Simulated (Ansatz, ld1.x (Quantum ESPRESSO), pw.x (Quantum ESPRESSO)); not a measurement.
**What a changed setting does to a pw.x run (bcc Tc)**

Potential: ultrasoft, ld1.x (Quantum ESPRESSO) 7.5, PBE; core [Ar] 3d10, reference 4s2 4p6 4d5 5s2 5p0; waves: 4s (bound): rcut 1.35, rcutus 1.45 bohr; 5s (bound): rcut 1.35, rcutus 1.45 bohr; 4p (bound): rcut 2.30, rcutus 2.55 bohr; 5p (bound, empty): rcut 2.30, rcutus 2.55 bohr; 4d (bound): rcut 1.80, rcutus 2.30 bohr; 4d channel at -0.05 Ry: rcut 1.80, rcutus 2.30 bohr; local part: all-electron potential smoothed inside 1.65 bohr (lloc = -1); core correction: a·sin(br)/r model core inside 0.85 bohr; augmentation: PSQ, inside the norm-conserving radii.

The reference run (k-mesh 15³, cutoffs 50/400 Ry, Fermi–Dirac 0.01 Ry, mixing_beta 0.4, conv_thr 1e-9, no spin) gives 1.41 GPa at 14.631 Å³/atom, where all-electron LAPW gives 0.42 GPa. This run, with its own iteration cap, changes k-mesh points per axis to 20.

```
&control
  calculation='scf', prefix='x', pseudo_dir='./', outdir='./tmp', tstress=.true., disk_io='none'
/
&system
  ibrav=0, nat=1, ntyp=1, ecutwfc=50, ecutrho=400, nbnd=15,
  occupations='smearing', smearing='fd', degauss=0.01
/
&electrons
  conv_thr=1e-09, mixing_beta=0.4, electron_maxstep=50
/
ATOMIC_SPECIES
Tc 1.0 Tc.UPF
CELL_PARAMETERS angstrom
  -1.54077068 1.54077068 1.54077068
  1.54077068 -1.54077068 1.54077068
  1.54077068 1.54077068 -1.54077068
ATOMIC_POSITIONS crystal
Tc 0.0000 0.0000 0.0000
K_POINTS automatic
20 20 20 0 0 0
```

```bash
pw.x < Tc.scf.in > Tc.scf.out
```

**Question.** How does the run end?

**Answer.** It converges in 8 iterations; the free energy moves by -5.2 meV/atom and the pressure by -0.22 GPa.

```
Message from routine setup:
     using ibrav=0 with symmetry is DISCOURAGED, use correct ibrav instead
     lattice parameter (alat)  =       5.0431  a.u.
     unit-cell volume          =      98.7349 (a.u.)^3
     number of electrons       =        15.00
     number of Kohn-Sham states=           15
     kinetic-energy cutoff     =      50.0000  Ry
     charge density cutoff     =     400.0000  Ry
     scf convergence threshold =      1.0E-09
     Exchange-correlation= PBE
     number of k points=   256  Fermi-Dirac smearing, width (Ry)=  0.0100
     iteration #  1     ecut=    50.00 Ry     beta= 0.40
     total energy              =    -169.28082357 Ry
     estimated scf accuracy    <       0.03387219 Ry
     iteration #  2     ecut=    50.00 Ry     beta= 0.40
     total energy              =    -169.28472899 Ry
     estimated scf accuracy    <       0.00227029 Ry
     iteration #  3     ecut=    50.00 Ry     beta= 0.40
     total energy              =    -169.28491953 Ry
     estimated scf accuracy    <       0.00041161 Ry
     iteration #  4     ecut=    50.00 Ry     beta= 0.40
     total energy              =    -169.28493200 Ry
     estimated scf accuracy    <       0.00000815 Ry
     iteration #  5     ecut=    50.00 Ry     beta= 0.40
     total energy              =    -169.28493501 Ry
     estimated scf accuracy    <       0.00000017 Ry
     iteration #  6     ecut=    50.00 Ry     beta= 0.40
     total energy              =    -169.28493509 Ry
     estimated scf accuracy    <       0.00000004 Ry
     iteration #  7     ecut=    50.00 Ry     beta= 0.40
     total energy              =    -169.28493510 Ry
     estimated scf accuracy    <          7.2E-09 Ry
     iteration #  8     ecut=    50.00 Ry     beta= 0.40
     the Fermi energy is    22.2980 ev
!    total energy              =    -169.28493510 Ry
     estimated scf accuracy    <          8.1E-11 Ry
     smearing contrib. (-TS)   =      -0.00604689 Ry
     The total energy is F=E-TS. E is the sum of the following terms:
     one-electron contribution =     -28.71843734 Ry
     hartree contribution      =      24.61509004 Ry
     xc contribution           =     -24.56251130 Ry
     ewald contribution        =    -140.61302961 Ry
     convergence has been achieved in   8 iterations
          total   stress  (Ry/bohr**3)                   (kbar)     P=       11.86
     Message from routine punch:
     Nothing written, as per user request (disk_io='none')
```

The run took about 35 s on one core of a shared host (Neoverse-V1, 32 threads, 247 GiB, load 13).
